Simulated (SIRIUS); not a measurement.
# PtS2 (P-3m1) in SIRIUS: equation of state, part 2 of 4

SIRIUS 7.12.0. The steps go on from the part before.

### 3 Equation of state, PBEsol, 17.53 Å³/atom (volume scaled by 0.96)

sirius.json reads:

```json
{
  "control": {
    "processing_unit": "cpu",
    "std_evp_solver_name": "lapack",
    "gen_evp_solver_name": "lapack",
    "verbosity": 2,
    "print_forces": false,
    "ortho_rf": true,
    "use_second_variation": true,
    "rmt_max": 3.0,
    "num_bands_to_print": 24,
    "save_wf": true
  },
  "parameters": {
    "electronic_structure_method": "full_potential_lapwlo",
    "xc_functionals": ["XC_GGA_X_PBE_SOL", "XC_GGA_C_PBE_SOL"],
    "core_relativity": "dirac",
    "valence_relativity": "iora",
    "num_fv_states": 40,
    "smearing": "fermi_dirac",
    "smearing_width": 0.0018374661,
    "pw_cutoff": 21,
    "gk_cutoff": 4.04,
    "lmax_apw": 11,
    "lmax_rho": 8,
    "lmax_pot": 8,
    "num_mag_dims": 0,
    "auto_rmt": 0,
    "ngridk": [9, 9, 5],
    "shiftk": [0, 0, 0],
    "num_dft_iter": 80,
    "energy_tol": 1e-07,
    "density_tol": 1e-05,
    "use_symmetry": true
  },
  "settings": {"tol_ne": 1e-10},
  "iterative_solver": {"type": "exact"},
  "mixer": {"type": "anderson", "beta": 0.5, "max_history": 8},
  "unit_cell": {
    "lattice_vectors": [[6.6051843819, 0.0, 0.0], [-3.302592191, 5.7202574715, 0.0], [0.0, 0.0, 9.3932611943]],
    "atom_types": ["Pt", "S"],
    "atom_files": {"Pt": "Pt.json", "S": "S.json"},
    "atoms": {"Pt": [[0.0, 0.0, 0.0]], "S": [[0.6666666667, 0.3333333333, 0.773], [0.3333333333, 0.6666666667, 0.227]]}
  }
}
```

Pt.json reads:

```json
{
  "name": "platinum",
  "symbol": "Pt",
  "number": 78,
  "mass": 195.084,
  "rmin": 1e-06,
  "rmt": 2.28,
  "nrmt": 800,
  "rinf": 13.69,
  "core": "1s2s2p3s3p3d4s4p4d",
  "valence": [
    {"basis": [{"enu": 0.08, "dme": 0, "n": 0, "auto": 0}, {"enu": 0.08, "dme": 1, "n": 0, "auto": 0}]},
    {"l": 0, "n": 1, "basis": [{"enu": 0.18, "dme": 0, "n": 0, "auto": 0}]},
    {"l": 1, "n": 2, "basis": [{"enu": 0.18, "dme": 0, "n": 0, "auto": 0}]},
    {"l": 2, "n": 3, "basis": [{"enu": 0.18, "dme": 0, "n": 0, "auto": 0}]},
    {"l": 3, "n": 4, "basis": [{"enu": 0.18, "dme": 0, "n": 0, "auto": 0}]},
    {"l": 4, "n": 5, "basis": [{"enu": 0.18, "dme": 0, "n": 0, "auto": 0}]}
  ],
  "lo": [
    {"l": 0, "basis": [{"enu": 0.18, "dme": 0, "n": 0, "auto": 0}, {"enu": 0.18, "dme": 1, "n": 0, "auto": 0}]},
    {
      "l": 0,
      "basis": [{"enu": -3.3387, "dme": 0, "n": 5, "auto": 1}, {"enu": -3.3387, "dme": 1, "n": 5, "auto": 1}]
    },
    {
      "l": 0,
      "basis": [{"enu": -3.3387, "dme": 1, "n": 5, "auto": 1}, {"enu": 0.18, "dme": 0, "n": 0, "auto": 0}]
    },
    {"l": 0, "basis": [{"enu": 0.18, "dme": 0, "n": 0, "auto": 0}, {"enu": 3.2579, "dme": 0, "n": 0, "auto": 0}]},
    {"l": 1, "basis": [{"enu": 0.18, "dme": 0, "n": 0, "auto": 0}, {"enu": 0.18, "dme": 1, "n": 0, "auto": 0}]},
    {
      "l": 1,
      "basis": [{"enu": -1.6642, "dme": 0, "n": 5, "auto": 1}, {"enu": -1.6642, "dme": 1, "n": 5, "auto": 1}]
    },
    {
      "l": 1,
      "basis": [{"enu": -1.6642, "dme": 1, "n": 5, "auto": 1}, {"enu": 0.18, "dme": 0, "n": 0, "auto": 0}]
    },
    {"l": 1, "basis": [{"enu": 0.18, "dme": 0, "n": 0, "auto": 0}, {"enu": 3.7196, "dme": 0, "n": 0, "auto": 0}]},
    {"l": 2, "basis": [{"enu": 0.18, "dme": 0, "n": 0, "auto": 0}, {"enu": 0.18, "dme": 1, "n": 0, "auto": 0}]},
    {"l": 2, "basis": [{"enu": 0.18, "dme": 1, "n": 0, "auto": 0}, {"enu": 0.18, "dme": 2, "n": 0, "auto": 0}]},
    {"l": 2, "basis": [{"enu": 0.18, "dme": 0, "n": 0, "auto": 0}, {"enu": 3.1809, "dme": 0, "n": 0, "auto": 0}]},
    {"l": 3, "basis": [{"enu": 0.18, "dme": 0, "n": 0, "auto": 0}, {"enu": 0.18, "dme": 1, "n": 0, "auto": 0}]},
    {
      "l": 3,
      "basis": [{"enu": -2.2056, "dme": 0, "n": 4, "auto": 1}, {"enu": -2.2056, "dme": 1, "n": 4, "auto": 1}]
    },
    {
      "l": 3,
      "basis": [{"enu": -2.2056, "dme": 1, "n": 4, "auto": 1}, {"enu": 0.18, "dme": 0, "n": 0, "auto": 0}]
    },
    {"l": 3, "basis": [{"enu": 0.18, "dme": 0, "n": 0, "auto": 0}, {"enu": 4.6429, "dme": 0, "n": 0, "auto": 0}]},
    {"l": 4, "basis": [{"enu": 0.18, "dme": 0, "n": 0, "auto": 0}, {"enu": 0.18, "dme": 1, "n": 0, "auto": 0}]},
    {"l": 4, "basis": [{"enu": 0.18, "dme": 0, "n": 0, "auto": 0}, {"enu": 3.8734, "dme": 0, "n": 0, "auto": 0}]}
  ],
  "free_atom": [... radial grid and density of the free atom, the start of the SCF ...]
}
```

S.json reads:

```json
{
  "name": "sulphur",
  "symbol": "S",
  "number": 16,
  "mass": 32.065,
  "rmin": 1e-06,
  "rmt": 1.98,
  "nrmt": 800,
  "rinf": 13.52,
  "core": "1s",
  "valence": [
    {"basis": [{"enu": 0.08, "dme": 0, "n": 0, "auto": 0}, {"enu": 0.08, "dme": 1, "n": 0, "auto": 0}]},
    {"l": 0, "n": 1, "basis": [{"enu": 0.0434, "dme": 0, "n": 0, "auto": 0}]},
    {"l": 1, "n": 2, "basis": [{"enu": 0.18, "dme": 0, "n": 0, "auto": 0}]},
    {"l": 2, "n": 3, "basis": [{"enu": 0.18, "dme": 0, "n": 0, "auto": 0}]},
    {"l": 3, "n": 4, "basis": [{"enu": 0.18, "dme": 0, "n": 0, "auto": 0}]}
  ],
  "lo": [
    {
      "l": 0,
      "basis": [{"enu": 0.0434, "dme": 0, "n": 0, "auto": 0}, {"enu": 0.0434, "dme": 1, "n": 0, "auto": 0}]
    },
    {
      "l": 0,
      "basis": [{"enu": 0.0434, "dme": 1, "n": 0, "auto": 0}, {"enu": 0.0434, "dme": 2, "n": 0, "auto": 0}]
    },
    {
      "l": 0,
      "basis": [{"enu": -7.2963, "dme": 0, "n": 2, "auto": 1}, {"enu": -7.2963, "dme": 1, "n": 2, "auto": 1}]
    },
    {
      "l": 0,
      "basis": [{"enu": 0.0434, "dme": 0, "n": 0, "auto": 0}, {"enu": 3.1043, "dme": 0, "n": 0, "auto": 0}]
    },
    {"l": 1, "basis": [{"enu": 0.18, "dme": 0, "n": 0, "auto": 0}, {"enu": 0.18, "dme": 1, "n": 0, "auto": 0}]},
    {
      "l": 1,
      "basis": [{"enu": -5.3082, "dme": 0, "n": 2, "auto": 1}, {"enu": -5.3082, "dme": 1, "n": 2, "auto": 1}]
    },
    {
      "l": 1,
      "basis": [{"enu": -5.3082, "dme": 1, "n": 2, "auto": 1}, {"enu": 0.18, "dme": 0, "n": 0, "auto": 0}]
    },
    {"l": 1, "basis": [{"enu": 0.18, "dme": 0, "n": 0, "auto": 0}, {"enu": 4.8734, "dme": 0, "n": 0, "auto": 0}]},
    {"l": 2, "basis": [{"enu": 0.18, "dme": 0, "n": 0, "auto": 0}, {"enu": 0.18, "dme": 1, "n": 0, "auto": 0}]},
    {"l": 2, "basis": [{"enu": 0.18, "dme": 1, "n": 0, "auto": 0}, {"enu": 0.18, "dme": 2, "n": 0, "auto": 0}]},
    {"l": 2, "basis": [{"enu": 0.18, "dme": 0, "n": 0, "auto": 0}, {"enu": 4.1592, "dme": 0, "n": 0, "auto": 0}]},
    {"l": 3, "basis": [{"enu": 0.18, "dme": 0, "n": 0, "auto": 0}, {"enu": 0.18, "dme": 1, "n": 0, "auto": 0}]}
  ],
  "free_atom": [... radial grid and density of the free atom, the start of the SCF ...]
}
```

sirius_start.json reads:

```json
{
  "control": {
    "processing_unit": "cpu",
    "std_evp_solver_name": "lapack",
    "gen_evp_solver_name": "lapack",
    "verbosity": 1,
    "print_forces": false,
    "ortho_rf": true,
    "use_second_variation": true,
    "rmt_max": 3.0,
    "num_bands_to_print": 24,
    "save_wf": false
  },
  "parameters": {
    "electronic_structure_method": "full_potential_lapwlo",
    "xc_functionals": ["XC_LDA_X", "XC_LDA_C_PW"],
    "core_relativity": "dirac",
    "valence_relativity": "iora",
    "num_fv_states": 40,
    "smearing": "fermi_dirac",
    "smearing_width": 0.0055123983,
    "pw_cutoff": 21,
    "gk_cutoff": 3.23,
    "lmax_apw": 11,
    "lmax_rho": 8,
    "lmax_pot": 8,
    "num_mag_dims": 0,
    "auto_rmt": 0,
    "ngridk": [4, 4, 2],
    "shiftk": [0, 0, 0],
    "num_dft_iter": 30,
    "energy_tol": 0.01,
    "density_tol": 0.05,
    "use_symmetry": true
  },
  "settings": {"tol_ne": 1e-10},
  "iterative_solver": {"type": "exact"},
  "mixer": {"type": "anderson", "beta": 0.5, "max_history": 8},
  "unit_cell": {
    "lattice_vectors": [[6.6051843819, 0.0, 0.0], [-3.302592191, 5.7202574715, 0.0], [0.0, 0.0, 9.3932611943]],
    "atom_types": ["Pt", "S"],
    "atom_files": {"Pt": "Pt.json", "S": "S.json"},
    "atoms": {"Pt": [[0.0, 0.0, 0.0]], "S": [[0.6666666667, 0.3333333333, 0.773], [0.3333333333, 0.6666666667, 0.227]]}
  }
}
```

Potentials or basis: all-electron FP-LAPW, apw+lo standard.

Run with:

```console
$ OMP_NUM_THREADS=1 sirius.scf --input=sirius_start.json --output=start.json
$ OMP_NUM_THREADS=1 sirius.scf --input=sirius.json --output=output.json --task=1
```

It took 3 min on 1 thread of Arm Neoverse V2, shared host; peak memory 0.79 GiB.

The run converged. Its results:

```
Free energy                                       : -523512.9397 eV
Band gap on the k mesh                            : 0.99 eV, indirect (least direct gap 1.04 eV)
All electrons inside the program's atomic spheres : Pt 75.86; S 13.87 (radii Pt 2.28, S 1.98 bohr)
```

Caveat: spin-orbit coupling is left out, which moves the levels of the heavy elements; an odd mesh through Γ misses points on the zone boundary, where band edges often lie.

### 4 Equation of state, PBEsol, 17.90 Å³/atom (volume scaled by 0.98)

sirius.json, as its differences from that of step 3:

```diff
@@ -39,3 +39,3 @@
   "unit_cell": {
-    "lattice_vectors": [[6.6051843819, 0.0, 0.0], [-3.302592191, 5.7202574715, 0.0], [0.0, 0.0, 9.3932611943]],
+    "lattice_vectors": [[6.6507388171, 0.0, 0.0], [-3.3253694087, 5.7597087696, 0.0], [0.0, 0.0, 9.4580443532]],
     "atom_types": ["Pt", "S"],
```

Pt.json reads:

```json
{
  "name": "platinum",
  "symbol": "Pt",
  "number": 78,
  "mass": 195.084,
  "rmin": 1e-06,
  "rmt": 2.28,
  "nrmt": 800,
  "rinf": 13.69,
  "core": "1s2s2p3s3p3d4s4p4d",
  "valence": [
    {"basis": [{"enu": 0.07, "dme": 0, "n": 0, "auto": 0}, {"enu": 0.07, "dme": 1, "n": 0, "auto": 0}]},
    {"l": 0, "n": 1, "basis": [{"enu": 0.17, "dme": 0, "n": 0, "auto": 0}]},
    {"l": 1, "n": 2, "basis": [{"enu": 0.17, "dme": 0, "n": 0, "auto": 0}]},
    {"l": 2, "n": 3, "basis": [{"enu": 0.17, "dme": 0, "n": 0, "auto": 0}]},
    {"l": 3, "n": 4, "basis": [{"enu": 0.17, "dme": 0, "n": 0, "auto": 0}]},
    {"l": 4, "n": 5, "basis": [{"enu": 0.17, "dme": 0, "n": 0, "auto": 0}]}
  ],
  "lo": [
    {"l": 0, "basis": [{"enu": 0.17, "dme": 0, "n": 0, "auto": 0}, {"enu": 0.17, "dme": 1, "n": 0, "auto": 0}]},
    {
      "l": 0,
      "basis": [{"enu": -3.3487, "dme": 0, "n": 5, "auto": 1}, {"enu": -3.3487, "dme": 1, "n": 5, "auto": 1}]
    },
    {
      "l": 0,
      "basis": [{"enu": -3.3487, "dme": 1, "n": 5, "auto": 1}, {"enu": 0.17, "dme": 0, "n": 0, "auto": 0}]
    },
    {"l": 0, "basis": [{"enu": 0.17, "dme": 0, "n": 0, "auto": 0}, {"enu": 3.2479, "dme": 0, "n": 0, "auto": 0}]},
    {"l": 1, "basis": [{"enu": 0.17, "dme": 0, "n": 0, "auto": 0}, {"enu": 0.17, "dme": 1, "n": 0, "auto": 0}]},
    {
      "l": 1,
      "basis": [{"enu": -1.6742, "dme": 0, "n": 5, "auto": 1}, {"enu": -1.6742, "dme": 1, "n": 5, "auto": 1}]
    },
    {
      "l": 1,
      "basis": [{"enu": -1.6742, "dme": 1, "n": 5, "auto": 1}, {"enu": 0.17, "dme": 0, "n": 0, "auto": 0}]
    },
    {"l": 1, "basis": [{"enu": 0.17, "dme": 0, "n": 0, "auto": 0}, {"enu": 3.7096, "dme": 0, "n": 0, "auto": 0}]},
    {"l": 2, "basis": [{"enu": 0.17, "dme": 0, "n": 0, "auto": 0}, {"enu": 0.17, "dme": 1, "n": 0, "auto": 0}]},
    {"l": 2, "basis": [{"enu": 0.17, "dme": 1, "n": 0, "auto": 0}, {"enu": 0.17, "dme": 2, "n": 0, "auto": 0}]},
    {"l": 2, "basis": [{"enu": 0.17, "dme": 0, "n": 0, "auto": 0}, {"enu": 3.1709, "dme": 0, "n": 0, "auto": 0}]},
    {"l": 3, "basis": [{"enu": 0.17, "dme": 0, "n": 0, "auto": 0}, {"enu": 0.17, "dme": 1, "n": 0, "auto": 0}]},
    {
      "l": 3,
      "basis": [{"enu": -2.2156, "dme": 0, "n": 4, "auto": 1}, {"enu": -2.2156, "dme": 1, "n": 4, "auto": 1}]
    },
    {
      "l": 3,
      "basis": [{"enu": -2.2156, "dme": 1, "n": 4, "auto": 1}, {"enu": 0.17, "dme": 0, "n": 0, "auto": 0}]
    },
    {"l": 3, "basis": [{"enu": 0.17, "dme": 0, "n": 0, "auto": 0}, {"enu": 4.6329, "dme": 0, "n": 0, "auto": 0}]},
    {"l": 4, "basis": [{"enu": 0.17, "dme": 0, "n": 0, "auto": 0}, {"enu": 0.17, "dme": 1, "n": 0, "auto": 0}]},
    {"l": 4, "basis": [{"enu": 0.17, "dme": 0, "n": 0, "auto": 0}, {"enu": 3.8634, "dme": 0, "n": 0, "auto": 0}]}
  ],
  "free_atom": [... radial grid and density of the free atom, the start of the SCF ...]
}
```

S.json reads:

```json
{
  "name": "sulphur",
  "symbol": "S",
  "number": 16,
  "mass": 32.065,
  "rmin": 1e-06,
  "rmt": 1.98,
  "nrmt": 800,
  "rinf": 13.52,
  "core": "1s",
  "valence": [
    {"basis": [{"enu": 0.07, "dme": 0, "n": 0, "auto": 0}, {"enu": 0.07, "dme": 1, "n": 0, "auto": 0}]},
    {"l": 0, "n": 1, "basis": [{"enu": 0.0334, "dme": 0, "n": 0, "auto": 0}]},
    {"l": 1, "n": 2, "basis": [{"enu": 0.17, "dme": 0, "n": 0, "auto": 0}]},
    {"l": 2, "n": 3, "basis": [{"enu": 0.17, "dme": 0, "n": 0, "auto": 0}]},
    {"l": 3, "n": 4, "basis": [{"enu": 0.17, "dme": 0, "n": 0, "auto": 0}]}
  ],
  "lo": [
    {
      "l": 0,
      "basis": [{"enu": 0.0334, "dme": 0, "n": 0, "auto": 0}, {"enu": 0.0334, "dme": 1, "n": 0, "auto": 0}]
    },
    {
      "l": 0,
      "basis": [{"enu": 0.0334, "dme": 1, "n": 0, "auto": 0}, {"enu": 0.0334, "dme": 2, "n": 0, "auto": 0}]
    },
    {
      "l": 0,
      "basis": [{"enu": -7.3063, "dme": 0, "n": 2, "auto": 1}, {"enu": -7.3063, "dme": 1, "n": 2, "auto": 1}]
    },
    {
      "l": 0,
      "basis": [{"enu": 0.0334, "dme": 0, "n": 0, "auto": 0}, {"enu": 3.0943, "dme": 0, "n": 0, "auto": 0}]
    },
    {"l": 1, "basis": [{"enu": 0.17, "dme": 0, "n": 0, "auto": 0}, {"enu": 0.17, "dme": 1, "n": 0, "auto": 0}]},
    {
      "l": 1,
      "basis": [{"enu": -5.3182, "dme": 0, "n": 2, "auto": 1}, {"enu": -5.3182, "dme": 1, "n": 2, "auto": 1}]
    },
    {
      "l": 1,
      "basis": [{"enu": -5.3182, "dme": 1, "n": 2, "auto": 1}, {"enu": 0.17, "dme": 0, "n": 0, "auto": 0}]
    },
    {"l": 1, "basis": [{"enu": 0.17, "dme": 0, "n": 0, "auto": 0}, {"enu": 4.8634, "dme": 0, "n": 0, "auto": 0}]},
    {"l": 2, "basis": [{"enu": 0.17, "dme": 0, "n": 0, "auto": 0}, {"enu": 0.17, "dme": 1, "n": 0, "auto": 0}]},
    {"l": 2, "basis": [{"enu": 0.17, "dme": 1, "n": 0, "auto": 0}, {"enu": 0.17, "dme": 2, "n": 0, "auto": 0}]},
    {"l": 2, "basis": [{"enu": 0.17, "dme": 0, "n": 0, "auto": 0}, {"enu": 4.1492, "dme": 0, "n": 0, "auto": 0}]},
    {"l": 3, "basis": [{"enu": 0.17, "dme": 0, "n": 0, "auto": 0}, {"enu": 0.17, "dme": 1, "n": 0, "auto": 0}]}
  ],
  "free_atom": [... radial grid and density of the free atom, the start of the SCF ...]
}
```

sirius_start.json, as its differences from that of step 3:

```diff
@@ -39,3 +39,3 @@
   "unit_cell": {
-    "lattice_vectors": [[6.6051843819, 0.0, 0.0], [-3.302592191, 5.7202574715, 0.0], [0.0, 0.0, 9.3932611943]],
+    "lattice_vectors": [[6.6507388171, 0.0, 0.0], [-3.3253694087, 5.7597087696, 0.0], [0.0, 0.0, 9.4580443532]],
     "atom_types": ["Pt", "S"],
```

Potentials or basis: all-electron FP-LAPW, apw+lo standard.

Run with:

```console
$ OMP_NUM_THREADS=1 sirius.scf --input=sirius_start.json --output=start.json
$ OMP_NUM_THREADS=1 sirius.scf --input=sirius.json --output=output.json --task=1
```

Log:

```text
[info] SIRIUS version : 7.12.0
[info] number of MPI ranks           : 1
[info] MPI grid                      : 1 1
[info] maximum number of OMP threads : 1
[fft] FFT context for density and potential
[fft] =====================================
[fft]   plane wave cutoff                     : 21
[fft]   grid size                             : 48 48 72   total : 165888
[fft]   grid limits                           : -23 24   -23 24   -35 36
[fft]   number of G-vectors within the cutoff : 56679
[fft]   number of G-shells                    : 2816
[fft] FFT context for coarse grid
[fft] =====================================
[fft]   plane wave cutoff                     : 8.08
[fft]   grid size                             : 20 20 27   total : 10800
[fft]   grid limits                           : -9 10   -9 10   -13 13
[... 486 lines left out ...]
[find] band gap (eV)                  :       0.97469800
[find] Efermi                         :       0.29678347
[find] iteration : 7, RMS (target) : 3.1584e-06 (1.0000e-05) , energy difference (target) : -2.2625e-08 (1.0000e-07)
[find] converged after 8 SCF iterations!
[find] Charges and magnetic moments
[find] --------------------------------------------------------------------------------
[find] atom      charge    core leakage
[find] --------------------------------------------------------------------------------
[find]    0   75.830584    5.765047e-07
[find]    1   13.849224    0.000000e+00
[find]    2   13.849224    0.000000e+00
[find] total core leakage    : 5.76504728e-07
[find] interstitial charge   : 6.470965
[find] total charge          : 109.999996
[find] Energy
[find] --------------------------------------------------------------------------------
[find] valence_eval_sum               :    -139.07974947
[find] core_eval_sum                  :  -11643.06800475
[find] kinetic energy                 :   21899.97152562
[find] enuc                           :  -24160.09409475
[find] <rho|V^{XC}>                   :    -529.16621351
[find] <rho|E^{XC}>                   :    -402.14965939
[find] <mag|B^{XC}>                   :       0.00000000
[find] <rho|V^{H}>                    :  -33152.95306637
[find] smearing (-TS)                 :      -0.00000022
[find] SCF correction                 :       0.00008806
[find] Total energy                   :  -19238.74867364 (Ha),  -38477.49734729 (Ry)
[find] Free energy (E-TS)             :  -19238.74867386 (Ha),  -38477.49734772 (Ry)
[find] band gap (eV)                  :       0.97469800
[find] Efermi                         :       0.29678347
```

It took 3.1 min on 1 thread of Arm Neoverse V2, shared host; peak memory 0.8 GiB.

Results:

```yaml
Free_energy: -523513.0211 eV
Band_gap_on_the_k_mesh: 0.97 eV, indirect (least direct gap 1.02 eV)
All_electrons_inside_the_program's_atomic_spheres: Pt 75.83; S 13.85 (radii Pt 2.28, S 1.98 bohr)
```

Caveat: spin-orbit coupling is left out, which moves the levels of the heavy elements; an odd mesh through Γ misses points on the zone boundary, where band edges often lie.

(Part 2 of 4 ends here.)
